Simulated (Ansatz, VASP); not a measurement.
PtSe2 in VASP and in Ansatz

The input INCAR:

```
PREC = Accurate
ENCUT = 520
EDIFF = 1E-6
ISMEAR = 0
SIGMA = 0.15
LREAL = F
LASPH = T
NELM = 100
ALGO = Normal
ISIF = 2
LWAVE = F
LCHARG = F
GGA = CA
NBANDS = 18
```

KPOINTS

```
Automatic mesh
0
Gamma
  15 15 10
```

File POSCAR:

```
PtSe2
1.0
    3.7240006046      0.0000000000      0.0000000000
   -1.8620003023      3.2250791273      0.0000000000
    0.0000000000      0.0000000000      5.4669600000
Pt Se
1 2
Direct
    0.0000000000      0.0000000000      0.0000000000
    0.3333333333      0.6666666667      0.2500000000
    0.6666666667      0.3333333333      0.7500000000
```

Input for Ansatz:

```yaml
crystal:
  lattice:
    - [3.7240006046, 0.0, 0.0]
    - [-1.8620003023, 3.2250791273, 0.0]
    - [0.0, 0.0, 5.46696]
  atoms:
    - { symbol: Pt, position: [0.0, 0.0, 0.0] }
    - { symbol: Se, position: [0.3333333333, 0.6666666667, 0.25] }
    - { symbol: Se, position: [0.6666666667, 0.3333333333, 0.75] }
basis:
  ecutwfc: 420
kpoints:
  mp_grid: { grid: [15, 15, 10] }
hamiltonian:
  xc: lda
scf:
  occupations: { method: gaussian, width: 0.15 }
output:
  forces: true
  stress: true
  eigenvalues: true
```

Change from the starting cell: strain +0.000 along x and y, +0.080 along z, atoms carried along.

Alike in both runs: task single point; functional LDA; k mesh 15 × 15 × 10; occupations gaussian, width 0.15 eV; no spin polarisation.

|  | VASP | Ansatz |
| --- | --- | --- |
| version | VASP 6.6.1 | Ansatz 0.2.0 |
| potentials or method | VASP PAW LDA potentials, release 64 (Pt, Se) | scalar-relativistic, plane waves, PAW |
| plane-wave cutoff (eV) | 520 | 420 |
| valence electrons in the cell | 22 | 50 |

|  | VASP | Ansatz | Ansatz less VASP |
| --- | --- | --- | --- |
| gap on the k mesh at the Fermi level (eV) | none | none | - |
| pressure (GPa) | -6.9 | -7.2 | -0.30 |
| largest component of the traceless stress (GPa) | 1.74 | 1.67 | -0.068 |
| rms of the force components (eV/Å) | 0.413 | 0.433 | +0.0201 |

Atom by atom the forces differ by 0.020 eV/Å (rms over components). A gap of «none» marks a metal or a gap that the smearing closes. The two sets of potentials don't hold the same shells in valence.

The runs have no spin-orbit coupling, so splittings on Pt are missing.
